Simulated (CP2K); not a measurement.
Runs of CP2K 2026.2 on Te2Mo. It takes space group P6_3/mmc (No. 194, hexagonal). Conventional cell: a = 3.518 Å, b = 3.518 Å, c = 13.974 Å, α = 90.00°, β = 90.00°, γ = 120.00°. Around Te (site symmetry 3m) lie 3 Mo at 2.72 Å. Mo (site symmetry -6m2) is surrounded by 6 Te at 2.72 Å. 

| level | potentials or basis | smearing | EPS_DEFAULT | NGRIDS | points a segment of the path (NPOINTS) | bands added on the path | CUTOFF of the grids | gap on the mesh (eV) | pressure (GPa) | largest force (eV/Å) |
| --- | --- | --- | --- | --- | --- | --- | --- | --- | --- | --- |
| TB-mBJ | POTENTIAL_UZH Te GTH-PBE-q6, Mo GTH-PBE-q14; TZVP-MOLOPT-PBE-GTH basis | fermi-dirac 0.0259 eV | 1.0E-9 | 4 | 10 | 6 | 675 Ry | (b) | - | - |
| PBEsol | POTENTIAL_UZH Te GTH-PBE-q6, Mo GTH-PBE-q14; TZVP-MOLOPT-PBE-GTH basis | fermi-dirac 0.05 eV | 1.0E-9 | 4 | 8 | 2 | 450 Ry | 0.74 | 2.5 | (c) |
| LDA | GTH_POTENTIALS Te GTH-PADE-q6, Mo GTH-PADE-q14; TZVP-MOLOPT-PBE-GTH basis | fermi-dirac 0.0259 eV | 1.0E-9 | 4 | 6 | 6 | 450 Ry | 0.75 | -1.4 | 0.05 |
| r2SCAN | POTENTIAL_UZH Te GTH-SCAN-q6, Mo GTH-SCAN-q14; TZVP-MOLOPT-SCAN-GTH basis | fermi-dirac 0.01 eV | 1.0E-10 | 5 | 6 | 6 | 675 Ry | (a) | 3.7 | 0.09 |

Alike in all rows: task band structure; no spin polarisation; cell as given; k mesh 9 × 9 × 2.

Fill in the values left out.

(a) 0.89; (b) 0.83; (c) 0.36.

Caveats: spin-orbit coupling is left out, which moves the levels of the heavy elements; the basis of atomic orbitals isn't converged, which shifts pressures, moduli and gaps; the potentials were made for another functional, which shifts forces and pressure (some runs); this is a model potential without an energy functional, so only levels have meaning (some runs); this functional lacks dispersion, which binds the layers, so the pressure and a relaxed spacing across them are unreliable (some runs).

A k mesh can miss the band edges, and the runs leave out spin-orbit coupling on Mo, Te.

Runs at the PBE level aren't shown here.
